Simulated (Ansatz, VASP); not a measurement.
This is a calculation of Na for Ansatz 0.2.0. 

File input.yaml:

```yaml
crystal:
  lattice:
    - [-2.141, 2.141, 2.141]
    - [2.141, -2.141, 2.141]
    - [2.141, 2.141, -2.141]
  atoms:
    - { symbol: Na, position: [0.0, 0.0, 0.0] }
hamiltonian:
  xc: rpbe
  pseudopotentials: { kind: paw }
kpoints:
  mp_grid: { grid: [9, 9, 9] }
scf:
  occupations: { method: gaussian, width: 0.02 }
output:
  forces: true
  stress: true
  eigenvalues: true
```

Potentials or basis: Ansatz PAW.

Run with:

```bash
$ ansatz run input.yaml --threads 1 --pin off --max-ram 3584MiB --backend cpu --events-out ev --progress --plain --runs-dir out
```

Task: What does the same run look like in VASP 6.6.1? Potentials or basis there: PBE PAW files Na, 500 eV.

Result: As run (cutoffs and basis follow the program's own potentials, and thresholds, step limits or extra output files can differ):

INCAR

```
PREC     = Accurate       # precision mode
ENCUT    = 500            # plane-wave cutoff, eV
EDIFF    = 1E-6           # SCF threshold, eV
ISMEAR   = 0              # smearing method
SIGMA    = 0.02           # smearing width, eV
LREAL    = F              # projectors in reciprocal space
LASPH    = T              # aspherical terms in the spheres
NELM     = 60             # most SCF steps
ALGO     = Normal         # electronic algorithm
ISIF     = 2              # what is computed and relaxed
LWAVE    = F              # write WAVECAR
LCHARG   = T              # write CHGCAR
GGA      = RP             # functional
LELF     = T              # ELF
LVHAR    = T            
NBANDS   = 6              # bands
```

Contents of KPOINTS:

```
Automatic mesh
0
Gamma
  9 9 9
```

Contents of POSCAR:

```
Na
1.0
   -2.1410000000      2.1410000000      2.1410000000
    2.1410000000     -2.1410000000      2.1410000000
    2.1410000000      2.1410000000     -2.1410000000
Na
1
Cartesian
    0.0000000000      0.0000000000      0.0000000000
```

Potentials or basis: VASP PAW PBE potentials, release 64 (Na).

Launch:

```console
$ cat potpaw_PBE.64/Na/POTCAR > POTCAR
$ mpirun -np 1 vasp_std > vasp.out
```

Both were run:

|  | Ansatz | VASP |
| --- | --- | --- |
| Pressure | 0.0 GPa | 0.0 GPa |

Ansatz's pressure holds a Pulay term of +0.00 GPa for its cutoff of 420 eV, which the other run lacks.

The potentials hold 9 and 1 valence electrons a cell.

Ansatz's potentials were made for PBE. VASP's potentials were made for PBE.

Where Ansatz's input types no cutoff or centring, it takes its own default and a Γ-centred mesh.

Pressure is positive in compression.
